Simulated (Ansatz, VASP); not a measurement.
## One calculation of Cd, two programs

```
CELL_PARAMETERS angstrom
0.00000 2.21815 2.21815
2.21815 0.00000 2.21815
2.21815 2.21815 0.00000
ATOMIC_POSITIONS crystal
Cd 0.00000 0.00000 0.00000
```

This isn't the form of Cd at room conditions, which is hcp.

Alike in both runs: task relaxation of cell and atoms; functional PBE; k mesh 14 × 14 × 14; occupations gaussian, width 0.1 eV; no spin polarisation.

|  | VASP | Ansatz |
| --- | --- | --- |
| version | VASP 6.6.1 | Ansatz 0.2.0 |
| potentials or method | VASP PAW PBE potentials, release 64 (Cd) | scalar-relativistic, plane waves, PAW |
| plane-wave cutoff (eV) | 600 | 420 |
| valence electrons in the cell | 12 | 20 |

```tsv
	VASP	Ansatz	Ansatz less VASP
gap on the k mesh at the Fermi level, each at its own relaxed structure (eV)	none	none	-
relaxed volume (Å³/atom)	22.83	22.78	-0.049
relaxed cell length with the largest relative difference (Å)	3.184	3.182	-0.0023
energy change over the relaxation (meV/atom)	-7	-6	+1.0
```

A gap of «none» marks a metal or a gap that the smearing closes. The two sets of potentials don't hold the same shells in valence.
